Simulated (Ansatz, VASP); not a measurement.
## One calculation of BaHfO3, two programs

```xyz
5
Lattice="4.2047 0.0000 0.0000 0.0000 4.2047 0.0000 0.0000 0.0000 4.2048" Properties=species:S:1:pos:R:3 pbc="T T T"
Ba    2.1024    2.1024    4.1961
Hf    0.0000    0.0000    2.0939
O     0.0000    2.1024    2.0942
O     2.1024    0.0000    2.0942
O     0.0000    0.0000    4.1965
```

Alike in both runs: functional PBE; k mesh 4 × 4 × 4; occupations gaussian, width 0.1 eV; no spin polarisation.

Ansatz relaxed the structure, and its values are those at the end. VASP's run is a single point on that final structure, the one shown.

```csv
,VASP,Ansatz
version,VASP 6.6.1,Ansatz 0.2.0
potentials or method,"VASP PAW PBE potentials, release 64 (Ba_sv, Hf_pv, O)","scalar-relativistic, plane waves, PAW"
plane-wave cutoff (eV),520,420
valence electrons in the cell,38,54
```

|  | VASP | Ansatz | Ansatz less VASP |
| --- | --- | --- | --- |
| gap on the k mesh at the Fermi level (eV) | 3.53 | 3.62 | +0.087 |
| least direct gap on the mesh (eV) | 3.77 | 3.75 | -0.017 |
| pressure (GPa) | -0.4 | 0.2 | +0.57 |

The two sets of potentials don't hold the same shells in valence.

Caveats: spin-orbit coupling is left out, which moves the levels of the heavy elements. A k mesh can miss the band edges.
